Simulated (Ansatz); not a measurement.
Cu:

```xyz
2
Lattice="1.2185 -3.9764 0.0000 1.2185 3.9764 0.0000 0.0000 0.0000 2.4755" Properties=species:S:1:pos:R:3 pbc="T T T"
Cu    1.2185   -2.9118    1.8566
Cu    1.2185    2.9118    0.6189
```

This isn't the form of Cu at room conditions, which is fcc.

Base run:

```yaml
Program: Ansatz 0.2.0
Functional: PBE
Potentials_or_basis: all-electron LAPW, scalar-relativistic
Cutoff: 329 eV (chosen from the basis error)
Basis_error_allowed: 0.001 eV/atom
k_mesh: 11 × 11 × 11
Occupations: fermi-dirac, width 0.05 eV
Spin: no spin polarisation
```

Its results: pressure 6.6 GPa; largest force 0.048 eV/Å.

Problem. The run is repeated on the same cell with these changes: functional from PBE to PBEsol. What comes out?

Solution. Pressure -1.5 GPa; largest force 0.005 eV/Å.

PBEsol binds more tightly than PBE, so the same cell stands under less pressure.
